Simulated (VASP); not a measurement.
## LiF in VASP 6.6.1, single-point calculation

INCAR

```
EDIFF = 1E-7
GGA = PE
LCHARG = .FALSE.
NSW = 0
LREAL = .FALSE.
SIGMA = 0.02
PREC = Accurate
BMIX = 0.5
ENCUT = 520
NELM = 120
IBRION = -1
LASPH = .FALSE.
ISMEAR = -1
NBANDS = 12
LWAVE = .FALSE.
ISIF = 2
```

KPOINTS

```
KPOINTS created by Atomic Simulation Environment
0
Gamma
10 10 10
0 0 0
```

POSCAR

```
Li F
 1.0000000000000000
     2.6393034816999998    0.0000000000000000    0.0000000000000000
     0.0000000000000000    2.6393034816999998    0.0000000000000000
     0.0000000000000000    0.0000000000000000    2.5162584438000000
 Li  F
   1   1
Cartesian
  0.0000000000000000  0.0000000000000000  0.0000000000000000
  1.3196517408499999  1.3196517408499999  1.2581292219000000
```

The recommended PBE PAW datasets give the neutral cell 10 valence electrons.

Command

```
mpirun -np 1 vasp_std
```

OSZICAR

```
N       E                     dE             d eps       ncg     rms          rms(c)
DAV:   1     0.325555380109E+02    0.32556E+02   -0.53575E+03  3136   0.840E+02
DAV:   2    -0.842843230667E+01   -0.40984E+02   -0.39979E+02  3732   0.184E+02
DAV:   3    -0.956489448138E+01   -0.11365E+01   -0.11347E+01  3888   0.268E+01
DAV:   4    -0.957483547713E+01   -0.99410E-02   -0.99405E-02  3352   0.279E+00
DAV:   5    -0.957496995845E+01   -0.13448E-03   -0.13448E-03  3900   0.244E-01    0.452E+00
DAV:   6    -0.902936303220E+01    0.54561E+00   -0.30591E+00  3148   0.104E+01    0.159E+00
DAV:   7    -0.902133711260E+01    0.80259E-02   -0.35412E-02  3572   0.149E+00    0.838E-01
DAV:   8    -0.902015876122E+01    0.11784E-02   -0.14736E-02  3780   0.130E+00    0.105E-01
DAV:   9    -0.902008685903E+01    0.71902E-04   -0.56313E-04  3572   0.232E-01    0.365E-02
DAV:  10    -0.902014596619E+01   -0.59107E-04   -0.11345E-04  3296   0.833E-02    0.963E-03
DAV:  11    -0.902014533121E+01    0.63497E-06   -0.44910E-06  3656   0.184E-02    0.269E-03
DAV:  12    -0.902014520748E+01    0.12374E-06   -0.41178E-07  3472   0.567E-03    0.635E-04
DAV:  13    -0.902014523442E+01   -0.26942E-07   -0.25000E-07  3496   0.347E-03
   1 F= -.90201452E+01 E0= -.90201452E+01  d E =-.141112E-13
```

From OUTCAR

```
k-points           NKPTS =    126   k-points in BZ     NKDIM =    126   number of bands    NBANDS=     12

   NELECT =      10.0000    total number of electrons

   dimension x,y,z NGX =    20 NGY =   20 NGZ =   20
   dimension x,y,z NGXF=    40 NGYF=   40 NGZF=   40

  energy-cutoff  :      520.00
  volume of cell :       17.53
      direct lattice vectors                 reciprocal lattice vectors
     2.639303482  0.000000000  0.000000000     0.378887842  0.000000000  0.000000000
     0.000000000  2.639303482  0.000000000     0.000000000  0.378887842  0.000000000
     0.000000000  0.000000000  2.516258444     0.000000000  0.000000000  0.397415457

 k-points in reciprocal lattice and weights: KPOINTS created by Atomic Simulation Env
   0.00000000  0.00000000  0.00000000       0.001
   0.10000000  0.00000000  0.00000000       0.004
   0.20000000  0.00000000  0.00000000       0.004
   0.30000000  0.00000000  0.00000000       0.004
   0.40000000  0.00000000  0.00000000       0.004
   0.50000000  0.00000000  0.00000000       0.002
   0.10000000  0.10000000  0.00000000       0.004
   0.20000000  0.10000000  0.00000000       0.008
   ...

 E-fermi :   0.5338

 k-point     1 :       0.0000    0.0000    0.0000
  band No.  band energies     occupation
      1     -43.1594      2.00000
      2     -20.8289      2.00000
      3      -0.9956      2.00000
      4      -0.9956      2.00000
      5      -0.5035      2.00000
      6       6.9223      0.00000
      7      17.7743      0.00000
      8      18.9791      0.00000
      9      19.7112      0.00000
     10      19.7112      0.00000
     11      21.0633      0.00000
     12      36.0125      0.00000

 k-point     2 :       0.1000    0.0000    0.0000
  band No.  band energies     occupation
      1     -43.1562      2.00000
      2     -20.7951      2.00000
      3      -1.3131      2.00000
      4      -0.9623      2.00000
      5      -0.4758      2.00000
      6       7.1693      0.00000
      7      16.5270      0.00000
      8      18.9178      0.00000
      9      19.6457      0.00000
     10      21.0363      0.00000
     11      21.7575      0.00000
     12      34.8750      0.00000

 k-point     3 :       0.2000    0.0000    0.0000
  band No.  band energies     occupation
      1     -43.1477      2.00000
      2     -20.7042      2.00000
      3      -2.0621      2.00000
      4      -0.8740      2.00000
      5      -0.4026      2.00000
      6       7.7274      0.00000
      7      14.9891      0.00000
      8      19.4625      0.00000
      9      19.5329      0.00000
     10      20.9555      0.00000
     11      24.8758      0.00000
     12      32.4437      0.00000

 k-point     4 :       0.3000    0.0000    0.0000
  band No.  band energies     occupation
      1     -43.1371      2.00000
      2     -20.5883      2.00000
      3      -2.8745      2.00000
      4      -0.7621      2.00000
      5      -0.3104      2.00000
      6       8.2775      0.00000
      7      13.8959      0.00000
      8      19.2102      0.00000
      9      20.6015      0.00000
     10      20.8321      0.00000
     11      28.3496      0.00000
     12      29.3965      0.00000

 ...

  Total       -0.7890288     -0.7890288      0.5905863      0.0000000     -0.0000000      0.0000000
  in kB      -72.1222905    -72.1222905     53.9833803      0.0000000     -0.0000000      0.0000000
  external PRESSURE =     -30.0870669 kB  Pullay stress =       0.0000000 kB

 POSITION                                       TOTAL-FORCE (eV/Angst)
 -----------------------------------------------------------------------------------
      0.00000      0.00000      0.00000         0.000000      0.000000      0.000000
      1.31965      1.31965      1.25813         0.000000      0.000000      0.000000
 -----------------------------------------------------------------------------------
    total drift:                                0.000000      0.000000      0.000000

  FREE ENERGIE OF THE ION-ELECTRON SYSTEM (eV)
  ---------------------------------------------------
  free  energy   TOTEN  =        -9.0201452344 eV

  energy  without entropy=       -9.0201452344  energy(sigma->0) =       -9.02014523
```

It converged. Results: gap between bands v and c on the k mesh 6.91 eV; least direct gap on the k mesh 7.43 eV; pressure -3.0 GPa. Band v is the last that the valence electrons fill when counted band by band, and c is the next.

For comparison, a separate PBE run of the intended cell, on usual settings and not on those above, gives a gap of 6.91 eV on its mesh and a pressure of -3.0 GPa.

The run above took about 15 s on one core of a shared host (Intel Xeon Platinum 8488C) and held 0.13 GiB at most.
